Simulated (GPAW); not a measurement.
The system is ZnS.

```xyz
2
Lattice="0.0000 2.7020 2.7020 2.7020 0.0000 2.7020 2.7020 2.7020 0.0000" Properties=species:S:1:pos:R:3 pbc="T T T"
Zn    1.3510    1.3510    1.3510
S     0.0000    0.0000    0.0000
```

Base run:

| Quantity | Value |
| --- | --- |
| Program | GPAW 26.7.0 |
| Functional | SCAN |
| Potentials or basis | GPAW PAW data sets (gpaw-data 1.2.1) |
| Cutoff | 600 eV |
| Basis | pw |
| k mesh | 7 × 7 × 7 |
| Occupations | fermi-dirac, width 0.05 eV |
| Spin | no spin polarisation |

Its results: band gap on the k mesh 2.60 eV, direct.

**Question.** The run is repeated on the same cell with these changes: functional from SCAN to BHandHLYP; cutoff from 600 eV to 450 eV; k mesh from 7 × 7 × 7 to 4 × 4 × 4. What comes out?

**Answer.** Band gap on the k mesh 6.06 eV, direct.

Several settings changed at once, so the effect can't be laid on one alone.

Caveats: some runs use coarse meshes; exact exchange converges slowly with the k mesh, and this mesh is small (some runs).
